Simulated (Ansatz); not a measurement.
# CuO (zincblende): one cell, many starting occupations (series 2)

How far apart do the states of CuO (zincblende) lie when only the starting occupations change? Cell and atoms stay fixed. The cell was built by placing the elements on the sites of a structure type; the runs don't test whether it is the stable form.

Computed with Ansatz 0.2.0 (DFT PBE without U, plane waves, PAW, unless a step's input says otherwise).

**1. The starting structure**

It takes space group F-43m (No. 216, cubic). The conventional cell has a = 4.655 Å, b = 4.655 Å, c = 4.655 Å, α = 90.00°, β = 90.00°, γ = 90.00°. Cu (site symmetry -43m) is surrounded by 4 O at 2.02 Å. O (site symmetry -43m) is surrounded by 4 Cu at 2.02 Å.

Structure file:

```cif
data_structure
_symmetry_space_group_name_H-M 'F-43m'
_symmetry_Int_Tables_number 216
_cell_length_a 4.6545
_cell_length_b 4.6545
_cell_length_c 4.6545
_cell_angle_alpha 90.000
_cell_angle_beta 90.000
_cell_angle_gamma 90.000
_cell_volume 100.84
loop_
_atom_site_label
_atom_site_type_symbol
_atom_site_symmetry_multiplicity
_atom_site_Wyckoff_symbol
_atom_site_fract_x
_atom_site_fract_y
_atom_site_fract_z
_atom_site_occupancy
Cu1 Cu 4 a 0.00000 0.00000 0.00000 1
O1 O 4 d 0.25000 0.25000 0.75000 1
```

Magnetic order typed: ferromagnetic.

The runs: random orbitals: single harmonics, second filling; random orbitals: fully mixed, first filling; random orbitals: single harmonics, first filling; random orbitals: fully mixed, one electron more; random orbitals: drawn by pairs, first filling.

An earlier series on this cell reached its lowest free state from «from atoms, default search», perhaps among other starts.

**2. Random orbitals: single harmonics, second filling**

input.yaml

```yaml
crystal:
  lattice:
    - [0.0, 2.32725273, 2.32725273]
    - [2.32725273, 0.0, 2.32725273]
    - [2.32725273, 2.32725273, 0.0]
  atoms:
    - { symbol: Cu, position: [0.0, 0.0, 0.0], spin: 1.0 }
    - { symbol: O, position: [0.25, 0.25, 0.25] }
basis:
  ecutwfc: 420
  ecutrho_ratio: 4
kpoints:
  mp_grid: { grid: [7, 7, 7] }
hamiltonian:
  xc: pbe
  hubbard:
    sites:
      - { site: 0, l: d, u_eff: 0.0, starting_ns: [{ spin: up, occupation_matrix: s0up }, { spin: down, occupation_matrix: s0down }] }
    occupation_matrices:
      s0up:
        matrix:
          - [0.97, 0.0, 0.0, 0.0, 0.0]
          - [0.0, 0.97, 0.0, 0.0, 0.0]
          - [0.0, 0.0, 0.97, 0.0, 0.0]
          - [0.0, 0.0, 0.0, 0.97, 0.0]
          - [0.0, 0.0, 0.0, 0.0, 0.97]
      s0down:
        matrix:
          - [0.97, 0.0, 0.0, 0.0, 0.0]
          - [0.0, 0.02, 0.0, 0.0, 0.0]
          - [0.0, 0.0, 0.97, 0.0, 0.0]
          - [0.0, 0.0, 0.0, 0.97, 0.0]
          - [0.0, 0.0, 0.0, 0.0, 0.97]
    ns_hold: until_converged
scf:
  occupations: { method: gaussian, width: 0.05 }
  lower_state_search: "off"
  max_iter: 150
output:
  forces: true
  stress: true
  eigenvalues: true
  populations: true
  hubbard: { sites: [{ site: 0, l: d }] }
magnetization:
  spin_polarized: true
```

The typed matrices put 0.97 on the chosen orbitals and 0.02 on the others, and are held until the SCF converges, then released.

Started as:

```sh
$ ansatz run input.yaml --threads 2 --pin off --max-ram 3072MiB --backend cpu --events-out ev --progress --plain --runs-dir out
```

What it wrote, cut to the lines that bear on the results:

```text
Warning: crystal.symmetry: narrowed to the stabiliser of the occupation matrices — unitary ops 24 → 8; lowered by the specified shell (site 0, l: d); largest admitted image defect 8.9e-16, smallest excluded 9.5e-1 — at a splitting's scale: the group the occupation matrices' own texture admits
Warning: RAYON_NUM_THREADS=2 ignored (pool sized by the plan → 2); use --threads N
Cu: projections on atomic orbitals take those of the free atom [Ne] 3s2 3p6 3d10 4s1, of charge +0.00 (hamiltonian.pseudopotentials.projection_atoms); the dataset's partial waves leave at most 2.0e-6 of an orbital's norm unspanned inside its sphere
O: projections on atomic orbitals take those of the free atom [He] 2s2 2p4, of charge +0.00 (hamiltonian.pseudopotentials.projection_atoms); the dataset's partial waves leave at most 1.9e-8 of an orbital's norm unspanned inside its sphere
[...]
Pseudopotentials: kind: paw
Pseudopotential: Cu, paw, valence charge 19, recommended cutoff 420 eV (normal), Cu.paw.azcp
Pseudopotential: O, paw, valence charge 6, recommended cutoff 420 eV (normal), O.paw.azcp
Functional definition: PBE
[...]
Crystal: 2 atoms, lattice volume = 25.209 Å³
Basis set: ecut = 420 eV, 531 PW (Γ), exchange–correlation on 48×48×48 points (8 copies of the dense FFT grid, shifted against one another)
Bands: 17, of which v1, the nominal top of the filled ones, is band 13 counted from 1 (12 counted from 0)
Symmetry: 8 space group operations
k-points: 40 of 343 (time reversal used)
[...]
Starting moments: Σ|m| = 1 μB on 1 of 2 sites
[...]
WARN: hamiltonian.hubbard: on 1 of 2 specified blocks the occupation matrix of this SCF's result fails the test of the specified filling. At site 0 ↓ (sites count from 0 in the list of atoms of the cell that this SCF solves) the least filled combination of the orbitals specified full has [...]
  electrons in the specified blocks: 8.7500 specified, 9.4059 found
  site 0 (l=d) ↓: largest change of an orbital's occupation 0.8378; electrons 3.9000 specified, 4.5189 found; spectral distance 0.8527
  site 0 (l=d) ↑: largest change of an orbital's occupation 0.0246; electrons 4.8500 specified, 4.8870 found; spectral distance 0.0355
--- Forces (eV/Å), atoms counted from 1 ---
  atom   1  Cu     0.00000000     0.00000000     0.00000000
  atom   2  O      0.00000000     0.00000000    -0.00000000
[...]
--- Stress (GPa, compression-positive) ---
       -9.123207      -0.000000       0.000000
       -0.000000      -9.123210      -0.000000
        0.000000      -0.000000      -9.123207
  P = ⅓ Tr σ = -9.1232 GPa (-91.232 kbar)
--- Band table (eV; the first three rows and the last of 80) ---
  k-point 0 ↑: bands = ["-103.8588", "-61.2267", "-61.2267", "-61.2267", "-10.1421", "3.7505", "3.7505", "3.7505", "6.3376", "6.3376", "8.7871", "8.7871", "8.7871", "9.1110", "22.0723", "22.0723", "22.0723"]
[...]
Occupation matrices written to <dir>
--- Löwdin populations: 2 sites ---
  site symbol       q [e]    m [muB]
     0     Cu     17.9182     0.3586
     1      O      6.9348     0.2860
  spilling = 0.005880 (of n_electrons = 25.000000)
--- Occupation matrices: 1 shell (run DFT+U table (all-electron-ortho-atomic); ε = 2.00e-2, provisional) ---
  Cu0 d_3D: site group Td (-43m)
  Cu0 d_3D up     Tr n = 4.8870  λ = 0.966 0.966 0.966 0.995 0.995  [3× xz 0.33 (T2 1.00) T2(1.00) | 2× z2 0.50 (E 1.00) E(1.00)]
  Cu0 d_3D dn     Tr n = 4.5189  λ = 0.858 0.858 0.858 0.973 0.973  [3× xz 0.33 (T2 1.00) T2(1.00) | 2× z2 0.50 (E 1.00) E(1.00)]
  specified occupation → Cu0 d_3D up: matrix, ‖Δ‖_F = 0.0355, Tr Δ = -0.0370, displaced = 0.0307, d_λ = 0.0355; orbital distance = 0.0000
  specified occupation → Cu0 d_3D dn: matrix, ‖Δ‖_F = 0.8527, Tr Δ = -0.6189, displaced = 0.5338, d_λ = 0.8527; orbital distance = 0.8165
  Tr n, λ and their labels are of the run-group-symmetrised matrices; stabiliser: 24 of 48 elements of G0×{1,Θ} (closed), max defect 1.5e-6 at τ = 4.2e-3
```

It took 15 s on 2 threads of Arm Neoverse N1, shared host; peak memory 0.32 GiB.

Result: no gap, pressure -9.1 GPa, moments in spheres Cu 0.40; O 0.23 μB, largest force component 0.00 eV/Å, 8 symmetry operations imposed. The program reports that the typed filling wasn't kept.

How the shells are filled (orbitals counted by the eigenvalues of the occupation matrices):

```tsv
shell	channel	electrons	over 0.8	0.2 to 0.8	under 0.2
Cu 3d (atom 1)	up	4.89	5	0	0
Cu 3d (atom 1)	down	4.52	5	0	0
```

**3. Random orbitals: fully mixed, first filling**

input.yaml, as its differences from that of step 2:

```diff
@@ -28,7 +28,7 @@
         matrix:
-          - [0.97, 0.0, 0.0, 0.0, 0.0]
-          - [0.0, 0.02, 0.0, 0.0, 0.0]
-          - [0.0, 0.0, 0.97, 0.0, 0.0]
-          - [0.0, 0.0, 0.0, 0.97, 0.0]
-          - [0.0, 0.0, 0.0, 0.0, 0.97]
+          - [0.83997, -0.16517, 0.20383, -0.1476, -0.12651]
+          - [-0.16517, 0.76019, 0.25892, -0.18749, -0.16071]
+          - [0.20383, 0.25892, 0.65048, 0.23137, 0.19832]
+          - [-0.1476, -0.18749, 0.23137, 0.80245, -0.14361]
+          - [-0.12651, -0.16071, 0.19832, -0.14361, 0.8469]
     ns_hold: until_converged
```

The typed matrices put 0.97 on the chosen orbitals and 0.02 on the others, and are held until the SCF converges, then released.

Started as:

```sh
$ ansatz run input.yaml --threads 2 --pin off --max-ram 3072MiB --backend cpu --events-out ev --progress --plain --runs-dir out
```

What it wrote, cut to the lines that bear on the results:

```text
Warning: crystal.symmetry: narrowed to the stabiliser of the occupation matrices — unitary ops 24 → 1; lowered by the specified shell (site 0, l: d); largest admitted image defect 4.4e-16, smallest excluded 2.0e-1 — at a splitting's scale: the group the occupation matrices' own texture admits
Warning: RAYON_NUM_THREADS=2 ignored (pool sized by the plan → 2); use --threads N
Cu: projections on atomic orbitals take those of the free atom [Ne] 3s2 3p6 3d10 4s1, of charge +0.00 (hamiltonian.pseudopotentials.projection_atoms); the dataset's partial waves leave at most 2.0e-6 of an orbital's norm unspanned inside its sphere
O: projections on atomic orbitals take those of the free atom [He] 2s2 2p4, of charge +0.00 (hamiltonian.pseudopotentials.projection_atoms); the dataset's partial waves leave at most 1.9e-8 of an orbital's norm unspanned inside its sphere
[...]
Pseudopotentials: kind: paw
Pseudopotential: Cu, paw, valence charge 19, recommended cutoff 420 eV (normal), Cu.paw.azcp
Pseudopotential: O, paw, valence charge 6, recommended cutoff 420 eV (normal), O.paw.azcp
Functional definition: PBE
[...]
Crystal: 2 atoms, lattice volume = 25.209 Å³
[...]
WARN: hamiltonian.hubbard: on 1 of 2 specified blocks the occupation matrix of this SCF's result fails the test of the specified filling. At site 0 ↓ (sites count from 0 in the list of atoms of the cell that this SCF solves) the least filled combination of the orbitals specified full has [...]
        0.000055       0.000062      -9.122959
  P = ⅓ Tr σ = -9.1230 GPa (-91.230 kbar)
--- Band table (eV; the first three rows and the last of 344) ---
  k-point 0 ↑: bands = ["-103.8589", "-61.2267", "-61.2267", "-61.2267", "-10.1421", "3.7505", "3.7505", "3.7506", "6.3375", "6.3376", "8.7871", "8.7871", "8.7871", "9.1110", "22.0723", "22.0723", "22.0723"]
[...]
Occupation matrices written to <dir>
--- Löwdin populations: 2 sites ---
  site symbol       q [e]    m [muB]
     0     Cu     17.9182     0.3586
     1      O      6.9348     0.2860
  spilling = 0.005880 (of n_electrons = 25.000000)
--- Occupation matrices: 1 shell (run DFT+U table (all-electron-ortho-atomic); ε = 2.00e-2, provisional) ---
  Cu0 d_3D: site group Td (-43m)
  Cu0 d_3D up     Tr n = 4.8870  λ = 0.966 0.966 0.966 0.995 0.995  [3× xz 0.33 (T2 1.00) T2(1.00) | 2× z2 0.50 (E 1.00) E(1.00)]
  Cu0 d_3D dn     Tr n = 4.5189  λ = 0.858 0.858 0.858 0.973 0.973  [3× xz 0.33 (T2 1.00) T2(1.00) | 2× z2 0.50 (E 1.00) E(1.00)]
  specified occupation → Cu0 d_3D up: matrix, ‖Δ‖_F = 0.0355, Tr Δ = -0.0370, displaced = 0.0307, d_λ = 0.0355; orbital distance = 0.0000
  specified occupation → Cu0 d_3D dn: matrix, ‖Δ‖_F = 0.8919, Tr Δ = -0.6189, displaced = 0.5702, d_λ = 0.8527; orbital distance = 0.9357
  Tr n, λ and their labels are of the run-group-symmetrised matrices; stabiliser: 24 of 48 elements of G0×{1,Θ} (closed), max defect 1.5e-5 at τ = 4.2e-3
```

Run time: 77 s. Hardware: 2 threads of Arm Neoverse N1, shared host; peak memory 0.46 GiB.

Result: no gap, pressure -9.1 GPa, moments in spheres Cu 0.40; O 0.23 μB, largest force component 0.00 eV/Å, 1 symmetry operation imposed. The program reports that the typed filling wasn't kept.

The shells' filling, with natural orbitals sorted by occupation:

```tsv
shell	channel	electrons	over 0.8	0.2 to 0.8	under 0.2
Cu 3d (atom 1)	up	4.89	5	0	0
Cu 3d (atom 1)	down	4.52	5	0	0
```

[end of part 1 of 2]
